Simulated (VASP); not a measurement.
Write the native input for VASP 6.6.1 that does the following.

| Item | Value |
| --- | --- |
| Task | single point |
| Functional | r2SCAN |
| Dispersion | rVV10 |
| Potentials or basis | VASP PAW PBE potentials, release 64 (Li_sv) |
| Cutoff | 520 eV |
| k mesh | 10 × 10 × 10 |
| Occupations | fermi-dirac, width 0.025 eV |
| Spin | no spin polarisation |
| Dipole correction | no |
| Further INCAR settings | ALGO = Normal; EDIFF = 1e-06; NBANDS = 8 |

Li:

```
CELL_PARAMETERS angstrom
0.00000 2.18834 2.18834
2.18834 0.00000 2.18834
2.18834 2.18834 0.00000
ATOMIC_POSITIONS crystal
Li 0.00000 0.00000 0.00000
```

This isn't the form of Li at room conditions, which is bcc.

The cell isn't the ideal one: volume scaled by 1.04.

These files were run (other wordings do the same):

POSCAR

```
Li
1.0
    0.0000000000      2.1883383369      2.1883383369
    2.1883383369      0.0000000000      2.1883383369
    2.1883383369      2.1883383369      0.0000000000
Li
1
Direct
    0.0000000000      0.0000000000      0.0000000000
```

INCAR.step1

```
SYSTEM = Li
ALGO     = Normal         ! electronic algorithm
EDIFF    = 1E-4           ! SCF threshold, eV
ENCUT    = 520            ! plane-wave cutoff, eV
GGA      = PE             ! functional
ISMEAR   = -1             ! smearing method
LASPH    = .True.         ! aspherical terms in the spheres
LCHARG   = .False.        ! write CHGCAR
LREAL    = .False.        ! projectors in reciprocal space
LWAVE    = .True.         ! write WAVECAR
NBANDS   = 8              ! bands
NELM     = 60             ! most SCF steps
PREC     = Accurate       ! precision mode
SIGMA    = 0.025          ! smearing width, eV
```

INCAR.step2

```
SYSTEM = Li
ALGO     = Normal         ! electronic algorithm
BPARAM   = 11.95        
CPARAM   = 0.0093       
EDIFF    = 1E-6           ! SCF threshold, eV
ENCUT    = 520            ! plane-wave cutoff, eV
ISIF     = 2              ! what is computed and relaxed
ISMEAR   = -1             ! smearing method
ISTART   = 1            
IVDW_NL  = 2            
LASPH    = .True.         ! aspherical terms in the spheres
LCHARG   = .False.        ! write CHGCAR
LMIXTAU  = .True.       
LREAL    = .False.        ! projectors in reciprocal space
LUSE_VDW = .True.       
LWAVE    = .False.        ! write WAVECAR
METAGGA  = R2SCAN         ! meta-GGA
NBANDS   = 8              ! bands
NELM     = 60             ! most SCF steps
PREC     = Accurate       ! precision mode
SIGMA    = 0.025          ! smearing width, eV
```

KPOINTS

```
k-points
0
Gamma
  10 10 10
  0 0 0
```

Potentials or basis: VASP PAW PBE potentials, release 64 (Li_sv).

Command:

```console
$ cat potpaw_PBE.64/Li_sv/POTCAR > POTCAR
$ cp INCAR.step1 INCAR
$ mpirun -np 1 vasp_std > vasp.out
$ cp INCAR.step2 INCAR
$ mpirun -np 1 vasp_std > vasp.out
```

It gave:

```json
{"Band gap on the k mesh": "none (metal or under the smearing width)"}
```

Wall time 2 min on 1 thread of AMD EPYC 7R43 64-Core Processor (Zen 3), with other jobs on the host, peak memory 0.17 GiB.
